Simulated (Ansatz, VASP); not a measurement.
## Two plane-wave programs on GaAs

INCAR

```
PREC     = Accurate       # precision mode
ENCUT    = 520            # plane-wave cutoff, eV
EDIFF    = 1E-7           # SCF threshold, eV
ISMEAR   = 0              # smearing method
SIGMA    = 0.05           # smearing width, eV
LREAL    = False          # projectors in reciprocal space
LASPH    = True           # aspherical terms in the spheres
NELM     = 80             # most SCF steps
ALGO     = Normal         # electronic algorithm
ISIF     = 2              # what is computed and relaxed
LWAVE    = False          # write WAVECAR
LCHARG   = False          # write CHGCAR
GGA      = PE             # functional
NBANDS   = 16             # bands
```

File KPOINTS:

```
Automatic mesh
0
Gamma
  8 8 8
```

File POSCAR:

```
GaAs
1.0
    0.0000000000      3.0709392844      2.3953326418
    3.0709392844      0.0000000000      2.3953326418
    3.0709392844      3.0709392844      0.0000000000
Ga As
1 1
Direct
    0.0000000000      0.0000000000      0.0000000000
    0.7500000000      0.7500000000      0.7500000000
```

Input for Ansatz:

```yaml
crystal:
  lattice:
    - [0.0, 3.0709392844, 2.3953326418]
    - [3.0709392844, 0.0, 2.3953326418]
    - [3.0709392844, 3.0709392844, 0.0]
  atoms:
    - { symbol: Ga, position: [0.0, 0.0, 0.0] }
    - { symbol: As, position: [0.75, 0.75, 0.75] }
basis:
  ecutwfc: 420
kpoints:
  mp_grid: { grid: [8, 8, 8] }
hamiltonian:
  xc: pbe
scf:
  occupations: { method: gaussian, width: 0.05 }
output:
  forces: true
  stress: true
  eigenvalues: true
```

Alike in both runs: task single point; functional PBE; k mesh 8 × 8 × 8; occupations gaussian, width 0.05 eV; no spin polarisation.

|  | VASP | Ansatz |
| --- | --- | --- |
| version | VASP 6.6.1 | Ansatz 0.2.0 |
| potentials or method | VASP PAW PBE potentials, release 64 (Ga_d, As) | scalar-relativistic, plane waves, PAW |
| plane-wave cutoff (eV) | 520 | 420 |
| valence electrons in the cell | 18 | 28 |

```csv
,VASP,Ansatz,Ansatz less VASP
gap on the k mesh at the Fermi level (eV),none,none,-
pressure (GPa),2.3,2.1,-0.19
largest component of the traceless stress (GPa),5.30,5.34,+0.038
```

A gap of «none» marks a metal or a gap that the smearing closes. The two sets of potentials don't hold the same shells in valence.
